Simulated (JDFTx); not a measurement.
# WC (F-43m) in JDFTx: single point with PBE

Aim: the single point of WC with PBE.

Everything below comes from runs of JDFTx 1.7.0 (patched build). Logs are shortened: lines on timing, memory, paths and dates and some standing lists are left out, and cuts for length are marked. The log counts tension as positive stress, the text compression.

### 1 The structure

It takes space group F-43m (No. 216, cubic). The conventional cell has a = 4.604 Å, b = 4.604 Å, c = 4.604 Å, α = 90.00°, β = 90.00°, γ = 90.00°. Around W (site symmetry -43m) lie 4 C at 1.99 Å. C (site symmetry -43m) is surrounded by 4 W at 1.99 Å.

The cell was built by a generator and needn't be a form met in nature.

### 2 Single point, PBE

WC.in

```
lattice Face-Centered Cubic 8.7007114160
coords-type Lattice
ion W      0.0000000000     0.0000000000     0.0000000000 1
ion C      0.7500000000     0.7500000000     0.7500000000 1

ion-species pseudo/W.upf
ion-species pseudo/C.upf
elec-cutoff 41 328
elec-ex-corr gga-PBE
kpoint-folding 5 5 5
elec-smearing Fermi 0.0018374661
elec-n-bands 15
electronic-SCF nIterations 100 energyDiffThreshold 1e-09
electronic-minimize nIterations 30 energyDiffThreshold 1e-7
converge-empty-states yes
forces-output-coords Cartesian

dump-name run.$VAR
dump End Ecomponents EigStats BandEigs Kpoints Forces Stress State
```

Potentials or basis: PseudoDojo-SR-PBE-0.5-standard with smoothed tails.

Run with:

```
jdftx -c 1 -i WC.in -o WC.out
```

The program printed:

```text
*************** JDFTx 1.7.0 (patched build) ***************

Input parsed successfully to the following command list (including defaults):
[... the input with its defaults ...]

---------- Setting up symmetries ----------

Found 48 point-group symmetries of the bravais lattice
Found 24 space-group symmetries with basis
Applied RMS atom displacement 0 bohrs to make symmetries exact.

---------- Initializing the Grid ----------
R =
[            0      4.35036      4.35036  ]
[      4.35036            0      4.35036  ]
[      4.35036      4.35036            0  ]
unit cell volume = 164.666
G =
[  -0.722146   0.722146   0.722146  ]
[   0.722146  -0.722146   0.722146  ]
[   0.722146   0.722146  -0.722146  ]
Minimum fftbox size, Smin = [  52  52  52  ]
Chosen fftbox size, S = [  54  54  54  ]

---------- Initializing tighter grid for wavefunction operations ----------
R =
[            0      4.35036      4.35036  ]
[      4.35036            0      4.35036  ]
[      4.35036      4.35036            0  ]
unit cell volume = 164.666
G =
[  -0.722146   0.722146   0.722146  ]
[   0.722146  -0.722146   0.722146  ]
[   0.722146   0.722146  -0.722146  ]
Minimum fftbox size, Smin = [  36  36  36  ]
Chosen fftbox size, S = [  36  36  36  ]

---------- Exchange Correlation functional ----------
Initalized PBE GGA exchange.
Initalized PBE GGA correlation.

---------- Setting up pseudopotentials ----------
Width of ionic core gaussian charges (only for fluid interactions / plotting) set to 0

Reading pseudopotential file 'pseudo/W.upf':
  'W' pseudopotential, 'PBE' functional
  Generated using ONCVPSP code by D. R. Hamann
  14 valence electrons, 4 orbitals, 8 projectors, 1001 radial grid points, with lMax = 3
    5S    l: 0   occupation:  2.0   eigenvalue: -2.905892
    5P    l: 1   occupation:  6.0   eigenvalue: -1.587650
    5D    l: 2   occupation:  4.0   eigenvalue: -0.164649
    6S    l: 0   occupation:  2.0   eigenvalue: -0.209951
  Core radius for overlap checks: 2.00 bohrs.

Reading pseudopotential file 'pseudo/C.upf':
  'C' pseudopotential, 'PBE' functional
  Generated using ONCVPSP code by D. R. Hamann
  4 valence electrons, 2 orbitals, 4 projectors, 1001 radial grid points, with lMax = 1
    2S    l: 0   occupation:  2.0   eigenvalue: -0.505335
    2P    l: 1   occupation:  2.0   eigenvalue: -0.194238
  Core radius for overlap checks: 1.21 bohrs.

Initialized 2 species with 2 total atoms.

Folded 1 k-points by 5x5x5 to 125 k-points.

---------- Setting up k-points, bands, fillings ----------
Adding inversion symmetry to k-mesh for non-inversion-symmetric unit cell.
Reduced to 10 k-points under symmetry.
Computing the number of bands and number of electrons
Calculating initial fillings.
nElectrons:  18.000000   nBands: 15   nStates: 10

----- Setting up reduced wavefunction bases (one per k-point) -----
average nbasis = 2066.456 , ideal nbasis = 2064.781

---------- Setting up ewald sum ----------
Optimum gaussian width for ewald sums = 1.975856 bohr.
Real space sum over 1331 unit cells with max indices [  5  5  5  ]
Reciprocal space sum over 2197 terms with max indices [  6  6  6  ]

---------- Allocating electronic variables ----------
Initializing wave functions:  linear combination of atomic orbitals
Note: number of bands (15) exceeds available atomic orbitals (14)
W pseudo-atom occupations:   s ( 2 2 )  p ( 6 )  d ( 4 )
C pseudo-atom occupations:   s ( 2 )  p ( 2 )
	FillingsUpdate:  mu: +0.627041701  nElectrons: 18.000000
LCAOMinimize: Iter:   0  F: -74.5008774840542287  |grad|_K:  1.857e-02  alpha:  1.000e+00
	FillingsUpdate:  mu: +0.658601635  nElectrons: 18.000000
LCAOMinimize: Iter:   1  F: -74.6408643649086088  |grad|_K:  2.634e-03  alpha:  3.031e-01  linmin: -4.955e-01  cgtest:  9.640e-01
LCAOMinimize: Encountered beta<0, resetting CG.
[... 5 lines of inner loops ...]
LCAOMinimize: Iter:   4  F: -74.6437084067854499  |grad|_K:  3.995e-06  alpha:  3.939e-01  linmin: -6.274e-05  cgtest: -1.929e-02
	FillingsUpdate:  mu: +0.664326081  nElectrons: 18.000000
LCAOMinimize: Iter:   5  F: -74.6437084218842415  |grad|_K:  2.600e-07  alpha:  8.409e-01  linmin:  1.551e-04  cgtest:  1.719e-02
LCAOMinimize: Converged (|Delta F|<1.000000e-06 for 2 iters).

-------- Electronic minimization -----------
Will mix electronic density at each iteration.
	FillingsUpdate:  mu: +0.664326081  nElectrons: 18.000000
	FillingsUpdate:  mu: +0.657257833  nElectrons: 18.000000
SCF: Cycle:  0   F: -74.708647207070783   dF: -6.494e-02   |Residual|: 5.180e-02   |deigs|: 7.698e-02
	FillingsUpdate:  mu: +0.651588200  nElectrons: 18.000000
SCF: Cycle:  1   F: -74.710433605109216   dF: -1.786e-03   |Residual|: 2.805e-02   |deigs|: 1.267e-02
	FillingsUpdate:  mu: +0.648014674  nElectrons: 18.000000
SCF: Cycle:  2   F: -74.710655937482457   dF: -2.223e-04   |Residual|: 4.840e-03   |deigs|: 5.301e-03
	FillingsUpdate:  mu: +0.648249749  nElectrons: 18.000000
SCF: Cycle:  3   F: -74.710668736223241   dF: -1.280e-05   |Residual|: 2.346e-03   |deigs|: 5.282e-04
	FillingsUpdate:  mu: +0.648633699  nElectrons: 18.000000
SCF: Cycle:  4   F: -74.710670981803645   dF: -2.246e-06   |Residual|: 5.313e-04   |deigs|: 5.390e-04
	FillingsUpdate:  mu: +0.648487594  nElectrons: 18.000000
SCF: Cycle:  5   F: -74.710671436888532   dF: -4.551e-07   |Residual|: 2.851e-04   |deigs|: 2.052e-04
	FillingsUpdate:  mu: +0.648532671  nElectrons: 18.000000
SCF: Cycle:  6   F: -74.710671573612373   dF: -1.367e-07   |Residual|: 3.976e-05   |deigs|: 6.589e-05
	FillingsUpdate:  mu: +0.648540716  nElectrons: 18.000000
SCF: Cycle:  7   F: -74.710671607003860   dF: -3.339e-08   |Residual|: 2.658e-05   |deigs|: 2.348e-05
	FillingsUpdate:  mu: +0.648538602  nElectrons: 18.000000
SCF: Cycle:  8   F: -74.710671619462133   dF: -1.246e-08   |Residual|: 8.677e-06   |deigs|: 1.778e-05
	FillingsUpdate:  mu: +0.648537687  nElectrons: 18.000000
SCF: Cycle:  9   F: -74.710671622100236   dF: -2.638e-09   |Residual|: 4.757e-06   |deigs|: 1.306e-05
	FillingsUpdate:  mu: +0.648537492  nElectrons: 18.000000
SCF: Cycle: 10   F: -74.710671623182620   dF: -1.082e-09   |Residual|: 1.900e-06   |deigs|: 2.110e-05
	FillingsUpdate:  mu: +0.648537265  nElectrons: 18.000000
SCF: Cycle: 11   F: -74.710671623433498   dF: -2.509e-10   |Residual|: 9.815e-07   |deigs|: 9.027e-06
	FillingsUpdate:  mu: +0.648537447  nElectrons: 18.000000
SCF: Cycle: 12   F: -74.710671623537351   dF: -1.039e-10   |Residual|: 1.316e-06   |deigs|: 9.609e-06
SCF: Converged (|Delta E|<1.000000e-09 for 2 iters).

Setting wave functions to eigenvectors of Hamiltonian
Converging empty states (this may take a while): |deigs|: 4.817e-05

# Stress tensor in Cartesian coordinates [Eh/a0^3]:
[ -0.000624989            0            0  ]
[            0 -0.000624989            0  ]
[            0            0 -0.000624989  ]

# Ionic positions in lattice coordinates:
ion W   0.000000000000000   0.000000000000000   0.000000000000000 1
ion C   0.750000000000000   0.750000000000000   0.750000000000000 1

# Forces in Cartesian coordinates:
force W   0.000000000000000  -0.000000000000000   0.000000000000000 1
force C   0.000000000000000   0.000000000000000  -0.000000000000000 1

# Energy components:
   Eewald =      -61.0184350214559004
       EH =       11.3297880595186218
     Eloc =      -50.3359550049501934
      Enl =       12.3801968952652430
      Exc =      -18.7351957737218555
 Exc_core =        7.1241906916890088
       KE =       24.5448466578640243
-------------------------------------
     Etot =      -74.7105634957910496
       TS =        0.0001081277463070
-------------------------------------
        F =      -74.7106716235373511

IonicMinimize: Iter:   0  F: -74.710671623537351  |grad|_K:  2.854e-35
IonicMinimize: Converged (|grad|_K<1.000000e-04).

#--- Lowdin population analysis ---
# oxidation-state W +0.824
# oxidation-state C -0.741

Dumping 'run.eigStats' ...
	eMin: -2.095444 at state 0 ( [ +0.000000 +0.000000 +0.000000 ] spin 0 )
	HOMO: +0.639686 at state 1 ( [ +0.000000 +0.000000 +0.200000 ] spin 0 )
	mu  : +0.648537
	LUMO: +0.649025 at state 0 ( [ +0.000000 +0.000000 +0.000000 ] spin 0 )
	eMax: +1.191548 at state 0 ( [ +0.000000 +0.000000 +0.000000 ] spin 0 )
	HOMO-LUMO gap: +0.009339
	Optical gap  : +0.028433 at state 5 ( [ +0.000000 +0.200000 -0.400000 ] spin 0 )
Done!
[note: the HOMO, LUMO and gaps printed at the end count levels as full or empty at half filling, so they show a gap where a level is partly filled]
```

Wall time 15 s (1 thread of Arm Neoverse V2, shared host); peak memory 0.09 GiB.

What came out:

```yaml
Free_energy: -2032.9809 eV
Pressure: 18.4 GPa
Band_gap_on_the_k_mesh: none (metal or under the smearing width)
Loewdin_charges: W +0.82; C -0.74 e
```

Caveat: the k mesh is coarse (spacing up to 0.47 Å⁻¹), so the values aren't converged; so large a pressure means that the cell lies far from this level's equilibrium, or that cutoff or potentials fall short. The run has no spin-orbit coupling, so splittings on W are missing.
